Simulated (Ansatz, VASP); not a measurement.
VH in VASP and in Ansatz

```
CELL_PARAMETERS angstrom
0.00000 1.86557 2.06194
1.86557 0.00000 2.06194
1.86557 1.86557 0.00000
ATOMIC_POSITIONS crystal
V 0.00000 0.00000 0.00000
H 0.50000 0.50000 0.50000
```

Change from the starting cell: strain -0.050 along x and y, +0.050 along z, atoms carried along.

Alike in both runs: task single point; functional PBEsol; k mesh 20 × 20 × 20; occupations gaussian, width 0.15 eV; no spin polarisation.

```csv
,VASP,Ansatz
version,VASP 6.6.1,Ansatz 0.2.0
potentials or method,"VASP PAW PBE potentials, release 64 (V_sv, H)","scalar-relativistic, plane waves, PAW"
plane-wave cutoff (eV),520,420
valence electrons in the cell,14,14
```

Ansatz gave:

| Item | Value |
| --- | --- |
| gap on the k mesh at the Fermi level (eV) | none |
| pressure (GPa) | 8.5 |
| largest component of the traceless stress (GPa) | 3.25 |

Task: Estimate VASP's values.

Result: gap on the k mesh at the Fermi level (eV): none; pressure (GPa): 8.7; largest component of the traceless stress (GPa): 3.31.

A gap of «none» marks a metal or a gap that the smearing closes.

Caveats: the PAW data sets were made with another functional, which shifts forces and pressure a little (VASP).
